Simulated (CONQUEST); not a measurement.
Crystal: Ni.

```
Ni
1.0
     2.76743    0.00000    0.00000
     0.00000    2.76743    0.00000
     0.00000    0.00000    2.76743
Ni
2
Cartesian
  0.0000 0.0000 0.0000
  1.3837 1.3837 1.3837
```

This isn't the form of Ni at room conditions, which is fcc.

* Program: CONQUEST 1.3
* Task: single point
* Functional: PBE
* Potentials or basis: PseudoDojo NC PBE, DZP, grid cutoff 150 Ha
* k mesh: 7 × 7 × 7
* Occupations: fermi-dirac, width 0.05 eV
* Spin: collinear spin, ferromagnetic start
* Starting moments: [1.0, 1.0] μB

On this cell: pressure 9.7 GPa; largest force zero by symmetry; net moment 1.20 μB per cell; site moments Ni +0.60 μB; band gap on the k mesh none (metal or under the smearing width).

The same run follows on a disturbed copy (atoms of the box moved at random, drawn with an rms of 0.05 Å):

```xyz
2
Lattice="2.7674 0.0000 0.0000 0.0000 2.7674 0.0000 0.0000 0.0000 2.7674" Properties=species:S:1:pos:R:3 pbc="T T T"
Ni   -0.0428    0.0005   -0.0022
Ni    1.4177    1.3970    1.3259
```

Q: What changes?

A: The energy (extrapolated to zero smearing) moves by +20.9 meV/atom; pressure 10.7 GPa; largest force 0.885 eV/Å; net moment 1.20 μB per cell; site moments Ni +0.60 μB; band gap on the k mesh none (metal or under the smearing width).

Forces in eV/Å, atoms in the order of the input:
```
Ni   0.708  0.120 -0.517
Ni  -0.708 -0.121  0.516
```

Stress tensor (GPa, compression positive):
```
10.49  0.28 -1.20
 0.28 10.91 -0.20
-1.20 -0.20 10.67
```

Caveats: the basis of atomic orbitals isn't converged, which shifts pressures, moduli and gaps; the box holds several primitive cells, so bands are folded and the points are those of the box's own zone (some runs).
